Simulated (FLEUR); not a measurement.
ZnO (zincite) under changes of volume

One of the cells (11.900 Å³/atom); the others are scaled copies at fixed shape and fractional positions:

```xyz
4
Lattice="3.2493 0.0000 0.0000 -1.6247 2.8140 0.0000 0.0000 0.0000 5.2057" Properties=species:S:1:pos:R:3 pbc="T T T"
Zn    1.6247    0.9380    0.0000
Zn    0.0000    1.8760    2.6029
O     0.0000    1.8760    4.5759
O     1.6247    0.9380    1.9730
```

| Property | Result |
| --- | --- |
| Program | FLEUR MaX-R8.1 (later development tree) |
| Functional | PBE |
| Potentials or basis | all-electron |
| Basis | FLAPW |
| Kmax | 5.16 1/bohr |
| k mesh | 9 × 9 × 5 |
| Occupations | fermi-dirac, width 0.05 eV |
| Spin | no spin polarisation |

```csv
volume (Å³/atom),energy over the lowest point (meV/atom),gap on the mesh (eV)
11.186,49.93,0.91
11.424,29.99,0.88
11.662,15.52,0.85
11.900,?,?
12.138,1.01,0.79
12.376,0.00,0.76
12.614,2.65,0.73
```

Task: What does the run at 11.900 Å³/atom give?

Result: Energy over the lowest point 5.98 meV/atom; gap on the mesh 0.82 eV.

Worked out: A Birch-Murnaghan fit of order 3 (a polynomial in V^(-2/3)) to the other rows has its minimum at 12.32 Å³/atom with B0 = V·E''(V) = 130 GPa and B' = 4.3 at fixed shape and positions, which overstates the stiffness. It gives 6.03 meV/atom at 11.900 Å³/atom, against the run's 5.98. A straight line through the other rows of the gap, of slope -1.5 eV per unit of ln V (its deformation potential), gives 0.82 eV, against the run's 0.82.

Energies are extrapolated to zero smearing.
